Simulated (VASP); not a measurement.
# GaN (P6_3mc) in VASP: further runs, part 2 of 2

VASP 6.6.1.

## 4. Relaxation of cell and atoms, r2SCAN

File INCAR:

```
SYSTEM = GaN
PREC     = Accurate       ! precision mode
ENCUT    = 600            ! plane-wave cutoff, eV
EDIFF    = 1E-6           ! SCF threshold, eV
ISMEAR   = 0              ! smearing method
SIGMA    = 0.03           ! smearing width, eV
LREAL    = .False.        ! projectors in reciprocal space
LASPH    = .True.         ! aspherical terms in the spheres
NELM     = 80             ! most SCF steps
ALGO     = Normal         ! electronic algorithm
ISIF     = 3              ! what is computed and relaxed
LWAVE    = .False.        ! write WAVECAR
LCHARG   = .False.        ! write CHGCAR
METAGGA  = R2SCAN         ! meta-GGA
LMIXTAU  = .True.       
IBRION   = 2              ! ionic algorithm
NSW      = 90             ! ionic steps
EDIFFG   = -0.01          ! ionic threshold
```

File KPOINTS:

```
regular mesh
0
Gamma
  12 12 5
  0 0 0
```

File POSCAR:

```
GaN
1.0
    3.1800000000      0.0000000000      0.0000000000
   -1.5900000000      2.7539607840      0.0000000000
    0.0000000000      0.0000000000      5.1660000000
Ga N
2 2
Direct
    0.3333333333      0.6666666667      0.0000000000
    0.6666666667      0.3333333333      0.5000000000
    0.3333333333      0.6666666667      0.3750000000
    0.6666666667      0.3333333333      0.8750000000
```

Potentials or basis: VASP PAW PBE potentials, release 64 (Ga_d, N).

On the command line:

```bash
$ cat potpaw_PBE.64/Ga_d/POTCAR potpaw_PBE.64/N/POTCAR > POTCAR
$ mpirun -np 1 vasp_std > vasp.out
```

OUTCAR:

```text
SYSTEM = GaN
   PREC = Accurate
   ENCUT = 600
   EDIFF = 1E-6
   ISMEAR = 0
   LREAL = .False.
   LASPH = .True.
   NELM = 80
   ISIF = 3
   METAGGA = R2SCAN
   IBRION = 2
   NSW = 90
   EDIFFG = -0.01

 ion  position               nearest neighbor table
   1  0.333  0.667  0.000-   3 1.94   4 1.95   4 1.95   4 1.95
   2  0.667  0.333  0.500-   4 1.94   3 1.95   3 1.95   3 1.95
   3  0.333  0.667  0.375-   1 1.94   2 1.95   2 1.95   2 1.95
   4  0.667  0.333  0.875-   2 1.94   1 1.95   1 1.95   1 1.95

  LATTYP: Found a hexagonal cell.
 ALAT       =     3.1800000000
 C/A-ratio  =     1.6245283019

  Lattice vectors:

 A1 = (   3.1800000000,   0.0000000000,   0.0000000000)
 A2 = (  -1.5900000000,   2.7539607840,   0.0000000000)
 A3 = (   0.0000000000,   0.0000000000,   5.1660000000)

Analysis of symmetry for initial positions (statically):
=====================================================================
 Subroutine PRICEL returns:
 Original cell was already a primitive cell.

 Routine SETGRP: Setting up the symmetry group for a
 hexagonal supercell.

[... 175 lines left out ...]
  energy without entropy =      -43.81801855  energy(sigma->0) =      -43.81801855

------------------------ aborting loop because EDIFF is reached ----------------------------------------

  FORCE on cell =-STRESS in cart. coord.  units (eV):
  Direction    XX          YY          ZZ          XY          YZ          ZX
  --------------------------------------------------------------------------------------
  -------------------------------------------------------------------------------------
  Total        0.4214655      0.4214655      1.0349810      0.0000000      0.0000000      0.0000000
  in kB       14.9256527     14.9256527     36.6525083      0.0000000      0.0000000      0.0000000
  external PRESSURE =      22.1679379 kB  Pullay stress =       0.0000000 kB
[... 139 lines left out ...]
--------------------------------------- Ionic step        5  -------------------------------------------

 number of electron      35.9999997 magnetization

 Free energy of the ion-electron system (eV)
  ---------------------------------------------------
  ext. energy  EPLUGINS =         0.00000000
  ---------------------------------------------------
  free energy    TOTEN  =       -43.82314563 eV

  energy without entropy =      -43.82314563  energy(sigma->0) =      -43.82314563

 E-fermi :   5.1595     XC(G=0): -12.6306

 val. band max:        5.0422785261   @ k =   0.0000   0.0000   0.0000
 cond. band min:       7.3445683569   @ k =   0.0000   0.0000   0.0000
 fundamental gap:      2.3022898308
 Fermi energy:         5.1594594872

 k-point     1 :       0.0000    0.0000    0.0000
  band No.  band energies     occupation
      1     -11.7237      2.00000
      2     -10.7351      2.00000
      3      -8.7848      2.00000
      4      -8.7697      2.00000
      5      -8.7696      2.00000
      6      -8.7025      2.00000
[... 589 lines left out ...]
     21      12.7015      0.00000
     22      13.9073      0.00000

 [... further k-points ...]
[... 5 lines left out ...]
  --------------------------------------------------------------------------------------
  -------------------------------------------------------------------------------------
  Total        0.0269418      0.0269418     -0.0240375      0.0000000      0.0000000     -0.0000000
  in kB        0.9437417      0.9437417     -0.8420065      0.0000000      0.0000000     -0.0000000
  external PRESSURE =       0.3484923 kB  Pullay stress =       0.0000000 kB
[... 19 lines left out ...]
  FREE ENERGIE OF THE ION-ELECTRON SYSTEM (eV)
  ---------------------------------------------------
  free  energy   TOTEN  =       -43.8231456292 eV

  energy  without entropy=      -43.8231456292  energy(sigma->0) =      -43.82314563

 reached required accuracy - stopping structural energy minimisation
```

OSZICAR:

```text
N       E                     dE             d eps       ncg     rms          rms(c)
DAV:   1     0.277244041966E+03    0.27724E+03   -0.20732E+04  2624   0.343E+03
DAV:   2    -0.148921889335E+02   -0.29214E+03   -0.28284E+03  2772   0.590E+02
DAV:   3    -0.520469017126E+02   -0.37155E+02   -0.36810E+02  2874   0.168E+02
DAV:   4    -0.536483976076E+02   -0.16015E+01   -0.15963E+01  3522   0.367E+01
[... 51 lines left out ...]
DAV:   1    -0.438231521586E+02   -0.51821E-04   -0.10902E-02  2544   0.982E-01    0.508E-02
DAV:   2    -0.438231578976E+02   -0.57391E-05   -0.54422E-04  3038   0.338E-01    0.266E-02
DAV:   3    -0.438231422292E+02    0.15668E-04   -0.54319E-05  3892   0.960E-02    0.720E-03
DAV:   4    -0.438231456160E+02   -0.33868E-05   -0.13614E-05  2928   0.373E-02    0.188E-03
DAV:   5    -0.438231456292E+02   -0.13208E-07   -0.33197E-06  2546   0.189E-02
   5 F= -.43823146E+02 E0= -.43823146E+02  d E =-.459900E-04
```

Wall time 17 min (1 thread of Intel Xeon Platinum 8488C (Sapphire Rapids), shared host); peak memory 0.24 GiB.

What came out:

| Quantity | Value |
| --- | --- |
| Free energy | -43.8231 eV |
| Relaxed volume | 11.43 Å³/atom |
| Relaxed cell | a = 3.188 Å, b = 3.188 Å, c = 5.196 Å, α = 90.00°, β = 90.00°, γ = 120.00° |
| Space group after relaxing (to 0.05 Å) | P6_3mc (No. 186) |
| Energy gained by relaxing | 1.3 meV/atom |
| Ionic steps | 5 |
| Pressure after relaxing | 0.0 GPa |
| Band gap on the k mesh | 2.30 eV, direct |

The path:
| step | energy change (eV) | largest force (eV/Å) | pressure (GPa) | volume (Å³) |
| --- | --- | --- | --- | --- |
| 1 | 0.0000 | 0.1447 | 2.22 | 45.24 |
| 2 | 0.0001 | 0.0948 | -2.18 | 46.27 |
| 3 | -0.0051 | 0.0192 | -0.02 | 45.74 |
| 4 | -0.0051 | 0.0161 | -0.08 | 45.75 |
| 5 | -0.0051 | 0.0006 | 0.03 | 45.74 |

Final structure:
```xyz
4
Lattice="3.1881 0.0000 0.0000 -1.5941 2.7610 0.0000 0.0000 0.0000 5.1961" Properties=species:S:1:pos:R:3 pbc="T T T"
Ga    0.0000    1.8407    5.1917
Ga    1.5941    0.9203    2.5937
N     0.0000    1.8407    1.9529
N     1.5941    0.9203    4.5509
```

Levels at points of the mesh, in eV from the valence-band top:
```csv
k point,band 14,band 15,band 16,band 17,band 18,band 19,band 20,band 21,band 22
"(0.00, 0.00, 0.00)",-1.06,-1.06,-0.04,0.00,0.00,2.30,4.78,9.92,10.56
"(0.50, 0.00, 0.00)",-5.38,-4.27,-2.81,-2.23,-1.03,5.57,6.09,6.52,9.30
```

Caveat: the PAW data sets were made with another functional, which shifts forces and pressure a little. r2SCAN opens gaps a little over a GGA but as a rule still falls short of measured ones.

## 5. Relaxation of cell and atoms, r2SCAN

This run uses another cell than the first one, of 11.43 Å³/atom, 1.011 times its volume.

INCAR: that of step 4 with these lines changed.

```diff
@@ -3,3 +3,3 @@
 ENCUT    = 600            ! plane-wave cutoff, eV
-EDIFF    = 1E-6           ! SCF threshold, eV
+EDIFF    = 1E-7           ! SCF threshold, eV
 ISMEAR   = 0              ! smearing method
@@ -17,2 +17,2 @@
 NSW      = 90             ! ionic steps
-EDIFFG   = -0.01          ! ionic threshold
+EDIFFG   = -0.005         ! ionic threshold
```

KPOINTS is that of step 4.

File POSCAR:

```
GaN                                     
1.0
    3.1881447712      0.0000000000     -0.0000000000
   -1.5940723856      2.7610143628      0.0000000000
   -0.0000000000      0.0000000000      5.1960951368
  Ga              N             
     2     2
Direct
     0.3333333332999970    0.6666666667000030    0.9991606869549807
     0.6666666667000030    0.3333333332999970    0.4991606869549806
     0.3333333332999970    0.6666666667000030    0.3758393130450194
     0.6666666667000030    0.3333333332999970    0.8758393130450193
```

On the command line:

```bash
$ cat potpaw_PBE.64/Ga_d/POTCAR potpaw_PBE.64/N/POTCAR > POTCAR
$ mpirun -np 1 vasp_std > vasp.out
```

It took 14 min on 1 thread of Intel Xeon Platinum 8488C (Sapphire Rapids), shared host; peak memory 0.23 GiB.

The run converged. Its results:

```yaml
Free_energy: -43.8236 eV
Relaxed_volume: 11.44 Å³/atom
Relaxed_cell: a = 3.189 Å, b = 3.189 Å, c = 5.195 Å, α = 90.00°, β = 90.00°, γ = 120.00°
Space_group_after_relaxing_to_0.05_Å: P6_3mc (No. 186)
Energy_gained_by_relaxing: 0.0 meV/atom
Ionic_steps: 3
Pressure_after_relaxing: 0.0 GPa
Largest_force_after_relaxing: 0.004 eV/Å
Band_gap_on_the_k_mesh: 2.30 eV, direct
```

Forces in eV/Å, atoms in the order of the input:
```
Ga   0.000  0.000 -0.004
Ga   0.000  0.000 -0.004
N    0.000  0.000  0.004
N    0.000  0.000  0.004
```

Final structure:
```cif
data_structure
_symmetry_space_group_name_H-M 'P 1'
_symmetry_Int_Tables_number 1
_cell_length_a 3.1887
_cell_length_b 3.1887
_cell_length_c 5.1950
_cell_angle_alpha 90.000
_cell_angle_beta 90.000
_cell_angle_gamma 120.000
_cell_volume 45.74
loop_
_atom_site_label
_atom_site_type_symbol
_atom_site_fract_x
_atom_site_fract_y
_atom_site_fract_z
_atom_site_occupancy
Ga1 Ga 0.33333 0.66667 0.99916 1
Ga2 Ga 0.66667 0.33333 0.49916 1
N1 N 0.33333 0.66667 0.37584 1
N2 N 0.66667 0.33333 0.87584 1
```

Levels at points of the mesh, in eV from the valence-band top:
| k point | band 16 | band 17 | band 18 | band 19 | band 20 | band 21 |
| --- | --- | --- | --- | --- | --- | --- |
| (0.00, 0.00, 0.00) | -0.04 | 0.00 | 0.00 | 2.30 | 4.78 | 9.92 |
| (0.50, 0.00, 0.00) | -2.81 | -2.23 | -1.03 | 5.57 | 6.09 | 6.53 |

Caveat: the PAW data sets were made with another functional, which shifts forces and pressure a little.

## 6. Relaxation of cell and atoms, RPBE

File INCAR:

```
SYSTEM = GaN
PREC = Accurate ; ENCUT = 600
EDIFF = 1E-6 ; ISMEAR = 0
SIGMA = 0.03 ; LREAL = .FALSE.
LASPH = .TRUE. ; NELM = 80
ALGO = Normal ; ISIF = 3
LWAVE = .FALSE. ; LCHARG = .FALSE.
GGA = RP ; IBRION = 2
NSW = 90 ; EDIFFG = -0.01
```

File KPOINTS:

```
regular mesh
0
G
  12 12 5
  0 0 0
```

File POSCAR:

```
GaN
1.0
    3.1800000000      0.0000000000      0.0000000000
   -1.5900000000      2.7539607840      0.0000000000
    0.0000000000      0.0000000000      5.1660000000
Ga N
2 2
Direct
    0.3333333333      0.6666666667      0.0000000000
    0.6666666667      0.3333333333      0.5000000000
    0.3333333333      0.6666666667      0.3750000000
    0.6666666667      0.3333333333      0.8750000000
```

Potentials or basis: VASP PAW PBE potentials, release 64 (Ga_d, N).

On the command line:

```bash
$ cat potpaw_PBE.64/Ga_d/POTCAR potpaw_PBE.64/N/POTCAR > POTCAR
$ mpirun -np 1 vasp_std > vasp.out
```

It took 5.7 min on 1 thread of Intel Xeon Platinum 8488C (Sapphire Rapids), shared host; peak memory 0.22 GiB.

It converged, with:

* Free energy: -22.6916 eV
* Relaxed volume: 12.03 Å³/atom
* Relaxed cell: a = 3.243 Å, b = 3.243 Å, c = 5.284 Å, α = 90.00°, β = 90.00°, γ = 120.00°
* Space group after relaxing (to 0.05 Å): P6_3mc (No. 186)
* Energy gained by relaxing: 24.0 meV/atom
* Ionic steps: 7
* Pressure after relaxing: -0.1 GPa
* Band gap on the k mesh: 1.62 eV, direct

Forces on the atoms (eV/Å):
```
Ga   0.000  0.000  0.003
Ga   0.000  0.000  0.003
N    0.000  0.000 -0.003
N    0.000  0.000 -0.003
```

Step by step:
```csv
step,energy change (eV),largest force (eV/Å),pressure (GPa),volume (Å³)
1,0.0000,0.1386,11.15,45.24
2,-0.0374,0.0460,-7.14,50.59
3,-0.0960,0.0118,-0.03,48.13
4,-0.0960,0.0138,0.12,48.07
5,-0.0960,0.0085,0.13,48.07
6,-0.0960,0.0050,0.12,48.07
7,-0.0960,0.0026,-0.06,48.13
```

Final structure:
```xyz
4
Lattice="3.2434 0.0000 0.0000 -1.6217 2.8088 0.0000 0.0000 0.0000 5.2835" Properties=species:S:1:pos:R:3 pbc="T T T"
Ga    0.0000    1.8726    5.2785
Ga    1.6217    0.9363    2.6368
N     0.0000    1.8726    1.9863
N     1.6217    0.9363    4.6281
```

Levels at points of the mesh, in eV from the valence-band top:
```
           k point  band 15  band 16  band 17  band 18  band 19  band 20  band 21  band 22
(0.00, 0.00, 0.00)    -0.96    -0.03     0.00     0.00     1.62     3.99     9.00     9.67
(0.50, 0.00, 0.00)    -3.94    -2.55    -2.03    -0.93     5.00     5.29     6.02     8.25
```

Caveat: the PAW data sets were made with another functional, which shifts forces and pressure a little. RPBE and its kin give volumes clearly too large for solids.

## 7. Summary

```csv
level,gap on the mesh (eV),pressure (GPa),relaxed volume (Å³/atom)
PBE,1.72,0.0,11.76
r2SCAN,2.30,0.0,11.44
RPBE,1.62,-0.1,12.03
```

Alike in all rows: task relaxation of cell and atoms; potentials or basis VASP PAW PBE potentials, release 64 (Ga_d, N); no spin polarisation; cell relaxed; k mesh 12 × 12 × 5; cutoff (eV) 600; smearing gaussian 0.03 eV.

Caveats: the PAW data sets were made with another functional, which shifts forces and pressure a little (some runs).

Absolute energies hang on the potentials; compare differences alone.
